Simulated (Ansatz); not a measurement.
The system is SnSe2.

```xyz
3
Lattice="3.8110 0.0000 0.0000 -1.9055 3.3004 0.0000 0.0000 0.0000 6.1360" Properties=species:S:1:pos:R:3 pbc="T T T"
Sn    0.0000    0.0000    0.0000
Se    1.9055    1.1001    4.6081
Se    0.0000    2.2003    1.5279
```

Base run:

* Program: Ansatz 0.2.0
* Functional: PBEsol
* Potentials or basis: all-electron LAPW, inner shells corrected to Dirac's equation
* Cutoff: 239 eV (chosen from the basis error)
* Basis error allowed: 0.002 eV/atom
* k mesh: 8 × 8 × 5
* Occupations: fermi-dirac, width 0.05 eV
* Spin: no spin polarisation

Its results: band gap on the k mesh 0.74 eV, indirect (least direct gap 1.01 eV); pressure 2.5 GPa; largest force 0.599 eV/Å.

Problem. After a change of settings the same cell gave: band gap on the k mesh 1.15 eV, indirect (least direct gap 1.69 eV); pressure 2.8 GPa; largest force 0.548 eV/Å. Which change was it?
A. potentials or basis from all-electron LAPW, inner shells corrected to Dirac's equation to all-electron LAPW, scalar-relativistic
B. potentials or basis from all-electron LAPW, inner shells corrected to Dirac's equation to all-electron LAPW, non-relativistic
C. potentials or basis from all-electron LAPW, inner shells corrected to Dirac's equation to all-electron PAW datasets made for the crystal

Solution. B.

Caveats: spin-orbit coupling is left out, which moves the levels of the heavy elements; this functional lacks dispersion, which binds the layers, so the pressure and a relaxed spacing across them are unreliable; relativity is left out, which matters for the heavier elements (some runs).

The runs don't all hold the same shells in valence.
